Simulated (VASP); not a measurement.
AlP, 8 atoms in the cell. The cell holds a slab with vacuum, 8 atoms: a = 3.854 Å, b = 3.854 Å, c = 25.228 Å, α = 90.00°, β = 90.00°, γ = 120.00°.  The cell isn't the ideal one: the (1 1 1) slab of AlP, cut from the database cell, not relaxed.

```yaml
Program: VASP 6.6.1
Task: single point
Functional: PBE
Potentials_or_basis: VASP PAW PBE potentials, release 64 (P, Al)
Cutoff: 520 eV
k_mesh: 8 × 8 × 1
Occupations: fermi-dirac, width 0.05 eV
Spin: no spin polarisation
Dipole_correction: yes
Further_INCAR_settings: ALGO = Normal; EDIFF = 1e-07; NBANDS = 26
```

Potentials or basis: VASP PAW PBE potentials, release 64 (P, Al).

Launch:

```bash
$ cat potpaw_PBE.64/P/POTCAR potpaw_PBE.64/Al/POTCAR > POTCAR
$ mpirun -np 1 vasp_std > vasp.out
```

Hardware: 1 thread of Intel(R) Xeon(R) Platinum 8488C (Sapphire Rapids), with other jobs on the host.

How long does it take, and how much memory?

Wall time 7.1 min on 1 thread of Intel(R) Xeon(R) Platinum 8488C (Sapphire Rapids) (shared host), peak memory 0.45 GiB. Counts: scf iterations 56, k points 10.
